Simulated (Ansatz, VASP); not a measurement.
## Two plane-wave programs on Sn

INCAR

```
  PREC = Accurate
  ENCUT = 600
  EDIFF = 1E-7
  ISMEAR = -1
  SIGMA = 0.1
  LREAL = F
  LASPH = T
  NELM = 60
  ALGO = Normal
  ISIF = 3
  LWAVE = F
  LCHARG = F
  GGA = B5
  ALDAX = 1.0
  AGGAX = 1.0
  AGGAC = 1.0
  ALDAC = 0.0
  IVDW = 12
  VDW_S6 = 1.0
  VDW_S8 = 2.6996
  VDW_A1 = 0.4298
  VDW_A2 = 4.2359
  IBRION = 2
  NSW = 80
  EDIFFG = -0.005
```

Contents of KPOINTS:

```
regular mesh
0
Gamma
  9 9 9
```

File POSCAR:

```
Sn
1.0
   -1.8946518200      1.8946518200      1.8946518200
    1.8946518200     -1.8946518200      1.8946518200
    1.8946518200      1.8946518200     -1.8946518200
Sn
1
Direct
    0.0000000000      0.0000000000      0.0000000000
```

Input for Ansatz:

```yaml
crystal:
  lattice:
    - [-1.89465182, 1.89465182, 1.89465182]
    - [1.89465182, -1.89465182, 1.89465182]
    - [1.89465182, 1.89465182, -1.89465182]
  atoms:
    - { symbol: Sn, position: [0.0, 0.0, 0.0] }
basis:
  ecutwfc: 612.25619053473
kpoints:
  mp_grid:
    grid: [9, 9, 9]
hamiltonian:
  xc: blyp
  dispersion: d3bj
scf:
  occupations:
    method: fermi_dirac
relax:
  f_tol: 0.005
  max_steps: 60
  cell: {}
```

This isn't the form of Sn at room conditions, which is tetragonal (white tin).

Alike in both runs: task relaxation of cell and atoms; functional BLYP; dispersion D3(BJ); k mesh 9 × 9 × 9; no spin polarisation.

|  | VASP | Ansatz |
| --- | --- | --- |
| version | VASP 6.6.1 | Ansatz 0.2.0 |
| potentials or method | VASP PAW PBE potentials, release 64 (Sn_d) | plane waves, PAW |
| plane-wave cutoff (eV) | 600 | 612 |
| occupations | fermi-dirac, width 0.1 eV | fermi-dirac |
| valence electrons in the cell | 14 | 14 |

Ansatz gave:

* relaxed volume (Å³/atom): 27.14
* relaxed cell length with the largest relative difference (Å): 3.279

Q: What did VASP give for the same quantities?

A: Relaxed volume (Å³/atom): 27.19; relaxed cell length with the largest relative difference (Å): 3.281.

Caveats: the PAW data sets were made with another functional, which shifts forces and pressure a little (VASP); pairwise dispersion overbinds metals, which lowers pressure and volume.
